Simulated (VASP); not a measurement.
KBr, 2 atoms in the cell. It takes space group Fm-3m (No. 225, cubic). Conventional cell: a = 6.733 Å, b = 6.733 Å, c = 6.733 Å, α = 90.00°, β = 90.00°, γ = 90.00°. Around K (site symmetry m-3m) lie 6 Br at 3.37 Å. Around Br (site symmetry m-3m) lie 6 K at 3.37 Å. 

```yaml
Program: VASP 6.6.1
Task: relaxation of cell and atoms
Functional: PBE
Potentials_or_basis: VASP PAW PBE potentials, release 64 (K_pv, Br)
Cutoff: 300 eV
k_mesh: 4 × 4 × 4
Occupations: gaussian, width 0.03 eV
Spin: no spin polarisation
Further_INCAR_settings: ALGO = Normal; EDIFF = 1e-07; IBRION = 2; EDIFFG = -0.005; NSW = 90; ISIF = 3
```

Potentials or basis: VASP PAW PBE potentials, release 64 (K_pv, Br).

Launch:

```console
$ cat potpaw_PBE.64/K_pv/POTCAR potpaw_PBE.64/Br/POTCAR > POTCAR
$ mpirun -np 1 vasp_std > vasp.out
```

Hardware: 1 thread of Intel(R) Xeon(R) Platinum 8175M CPU @ 2.50GHz (Skylake/Cascade Lake), on a shared host.

How long does it take, and how much memory?

Run time: 14 s on 1 thread of Intel(R) Xeon(R) Platinum 8175M CPU @ 2.50GHz (Skylake/Cascade Lake) (shared host), peak memory 0.15 GiB. Counts: scf iterations 20, k points 8, ion steps 2.
